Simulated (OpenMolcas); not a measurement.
## How methods differ on C4H10Zn (diethylzinc (DEZ))

The species is C4H10Zn (15 atoms), meant as a singlet with charge 0. SMILES: `CC[Zn]CC`. The coordinates come from a PBE0-D4/def2-TZVP relaxation.

```xyz
15

C     0.2353    1.9802    1.8074
C     1.0390    0.6861    1.6791
Zn    0.5213   -0.4799    0.1939
C     0.0004   -1.6428   -1.2926
C    -1.1573   -1.1316   -2.1501
H    -0.8305    1.7866    1.9579
H     0.5703    2.5897    2.6540
H     0.3201    2.6047    0.9136
H     0.9618    0.1052    2.6055
H     2.1048    0.9179    1.5687
H    -0.2478   -2.6271   -0.8786
H     0.8856   -1.8050   -1.9186
H    -0.9296   -0.1665   -2.6116
H    -1.4024   -1.8231   -2.9640
H    -2.0707   -0.9944   -1.5645
```

Quantity: the energy change with the C4–H12 bond stretched from 1.096 to 2.412 Å, in eV. The values are calculated.

```tsv
level	kind	program	value (eV)	CPU time (all runs)
HF/6-31G* (spherical functions) (restricted)	Hartree–Fock	OpenMolcas	5.11	37 s
SVWN5/6-31G* (spherical functions) (restricted)	LDA	OpenMolcas	4.27	1.8 min
PBE/6-31G* (spherical functions) (restricted)	GGA	OpenMolcas	4.15	2.7 min
revPBE/6-31G* (spherical functions) (restricted)	GGA	OpenMolcas	4.09	2.1 min
M06-L/6-31G* (spherical functions) (restricted)	meta-GGA	OpenMolcas	4.37	2.6 min
M06-2X/6-31G* (spherical functions) (restricted)	hybrid meta-GGA	OpenMolcas	4.75	2.6 min
B3LYP/6-31G* (Cartesian functions) (restricted)	global hybrid	OpenMolcas	4.37	2.3 min
B2PLYP/6-31G* (spherical functions) (restricted)	double hybrid	OpenMolcas	4.46	80 s
MP2/6-31G* (spherical functions) (restricted)	perturbation theory	OpenMolcas	4.73	33 s
```

The first shape isn't each level's own minimum. The values span 4.09 to 5.11 eV. CPU times are rough (shared hosts, several kinds of processor): they show what a rung costs within a factor of a few.
